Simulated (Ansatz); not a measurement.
Input and command of a plane-wave DFT calculation in Ansatz:

```yaml
crystal:
  lattice:
    - [1.5458832036, -2.6775482513, 0.0]
    - [0.0, 0.0, -5.0740211774]
    - [10.0482408238, 4.0163223768, 2.5370105887]
  atoms:
    - { symbol: Si, position: [0.0833333333, 1.4121031354, 0.8333333333] }
    - { symbol: Si, position: [-0.0416666667, 1.0371031354, 0.0833333333] }
    - { symbol: Si, position: [0.3333333333, 1.1621031354, 0.3333333333] }
    - { symbol: Si, position: [-0.2916666667, 1.2871031354, 0.5833333333] }
    - { symbol: Si, position: [-0.4583333334, 0.953769802, 0.9166666667] }
    - { symbol: Si, position: [0.4166666666, 0.5787698021, 0.1666666667] }
    - { symbol: Si, position: [-0.2083333334, 0.703769802, 0.4166666667] }
    - { symbol: Si, position: [0.1666666666, 0.828769802, 0.6666666667] }
    - { symbol: C, position: [0.0833333333, 1.036230198, 0.8333333333] }
    - { symbol: C, position: [-0.0416666667, 0.6612301979, 0.0833333333] }
    - { symbol: C, position: [0.3333333333, 0.7862301979, 0.3333333333] }
    - { symbol: C, position: [-0.2916666667, 0.9112301979, 0.5833333333] }
    - { symbol: C, position: [-0.4583333334, 0.5778968646, 0.9166666667] }
    - { symbol: C, position: [0.4166666666, 0.2028968646, 0.1666666667] }
    - { symbol: C, position: [-0.2083333334, 0.3278968646, 0.4166666667] }
    - { symbol: C, position: [0.1666666666, 0.4528968646, 0.6666666667] }
basis:
  ecutwfc: 420
kpoints:
  mp_grid: { grid: [9, 5, 3] }
hamiltonian:
  xc: pbe
scf:
  occupations: { method: gaussian, width: 0.05 }
output:
  forces: true
  stress: true
  eigenvalues: true
```

```bash
ansatz run input.yaml --threads 2 --pin off --max-ram 5120MiB --backend cpu --events-out ev --progress --plain --runs-dir out
```

Processor: Intel(R) Xeon(R) 6975P-C (Granite Rapids), 2 threads, on a host shared with other jobs.

Task: How long does it run, and how much memory does it take?

Result: About 18 s on 2 threads of Intel(R) Xeon(R) 6975P-C (Granite Rapids) (shared host), peak memory 0.71 GiB. It solves 48 bands at 68 k points (the mesh reduced by symmetry) with about 3279 plane waves, in 9 SCF iterations.
